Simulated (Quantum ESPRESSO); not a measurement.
# Ti in Quantum ESPRESSO: the effect of target pressure

Ti:

```
Ti
1.0
     2.95000    0.00000    0.00000
    -1.47500    2.55477    0.00000
     0.00000    0.00000    4.68000
Ti
2
Direct
  0.66667 0.33333 0.75000
  0.33333 0.66667 0.25000
```

Alike in all runs:

| Item | Value |
| --- | --- |
| Program | Quantum ESPRESSO 7.5 |
| Task | phonons |
| Functional | LDA |
| Potentials or basis | PseudoDojo 0.4.1 SR LDA standard |
| Cutoff | 1143 eV |
| Density cutoff | 4572 eV |
| k mesh | 10 × 10 × 6 |
| Occupations | cold, width 0.2 eV |
| Spin | no spin polarisation |

Each run relaxes the cell or the atoms first.

Q: One run gave: relaxed volume 16.11 Å³/atom; highest phonon frequency 211 cm⁻¹. Which target pressure did it use?
A. -3 GPa
B. 3 GPa
C. 8 GPa
D. 0 GPa
E. 15 GPa

A: D.

```csv
target pressure,relaxed volume (Å³/atom),highest phonon frequency (cm⁻¹)
-3 GPa,16.52,194
0 GPa,16.11,211
3 GPa,15.74,227
8 GPa,15.21,251
15 GPa,14.57,282
```

Caveats: the mesh is thin for the phonons of a metal; the cell is more than 3 GPa from zero pressure, which shifts response properties (some runs); the volume moved by over 15 % at a fixed basis, so the end points are rough (some runs).
